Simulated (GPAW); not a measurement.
Runs of GPAW 26.7.0 on ZrS2. Symmetry: P-3m1, No. 164, trigonal system. The conventional cell has a = 3.691 Å, b = 3.691 Å, c = 6.041 Å, α = 90.00°, β = 90.00°, γ = 120.00°. Around Zr (site symmetry -3m) lie 6 S at 2.57 Å. S (site symmetry 3m) has 3 Zr at 2.57 Å as nearest neighbours. The cell is a database's computed one.

```tsv
task	level	potentials or basis	cell	k mesh	cutoff (eV)	maxiter	eigensolver	band path	band points	optimizer	mesh quality	gap on the mesh (eV)	pressure (GPa)	relaxed volume (Å³/atom)	largest force (eV/Å)
single point	B3LYP	GPAW PAW data sets (gpaw-data 1.2.1), pw	as given	3 × 3 × 2	450	60	-	-	-	-	coarse	2.50	-	-	-
band structure	BLYP	PAW data sets generated in the run's folder for this functional, pw	as given	8 × 8 × 5	600	150	davidson	GMKGALHA,LM,KH	60	-	not flagged	(b)	(c)	-	0.21
relaxation of cell and atoms	revPBE	the program's PAW data sets (release 1.2.1) made for this functional, pw	relaxed	8 × 8 × 5	600	150	-	-	-	BFGS	not flagged	1.26	0.0	30.58	-
relaxation of cell and atoms	PBEsol	PAW data sets generated in the run's folder for this functional, pw	relaxed	6 × 6 × 3	600	150	-	-	-	FIRE	not flagged	0.89	0.0	22.41	-
one-shot levels of the hybrid HSE06	PBE	GPAW PAW data sets (gpaw-data 1.2.1), pw	as given	5 × 5 × 3	500	150	-	-	-	-	coarse	1.15	0.1	-	-
single point	HSE06	GPAW PAW data sets (gpaw-data 1.2.1), pw	as given	4 × 4 × 2	500	60	-	-	-	-	coarse	1.86	-	-	0.19
relaxation of cell and atoms	PBEsol+D3(BJ)	PAW data sets generated in the run's folder for this functional, pw	relaxed	8 × 8 × 5	600	150	-	-	-	BFGS	not flagged	0.34	0.0	(a)	-
single point	PBE0	GPAW PAW data sets (gpaw-data 1.2.1), pw	as given	4 × 4 × 2	450	60	-	-	-	-	coarse	2.57	-	-	(d)
```

Alike in all rows: no spin polarisation; smearing fermi-dirac 0.05 eV.

Q: Fill in the values left out.

A: (a) 20.41; (b) 1.10; (c) 3.7; (d) 0.22.

Caveats: some runs use coarse meshes; this functional lacks dispersion, which binds the layers, so the pressure and a relaxed spacing across them are unreliable (some runs); an odd mesh through Γ misses points on the zone boundary, where band edges often lie (some runs); exact exchange converges slowly with the k mesh, and this mesh is small (some runs); the PAW data sets were made with another functional, which shifts forces and pressure a little (some runs); later steps reuse the first step's grids (some runs); the volume moved by over 15 % at a fixed basis, so the end points are rough (some runs); this functional lacks dispersion, which binds the layers, so the pressure and a relaxed spacing across them are unreliable, and here the layers came unbound (some runs).

A k mesh can miss the band edges, and the runs leave out spin-orbit coupling on Zr.
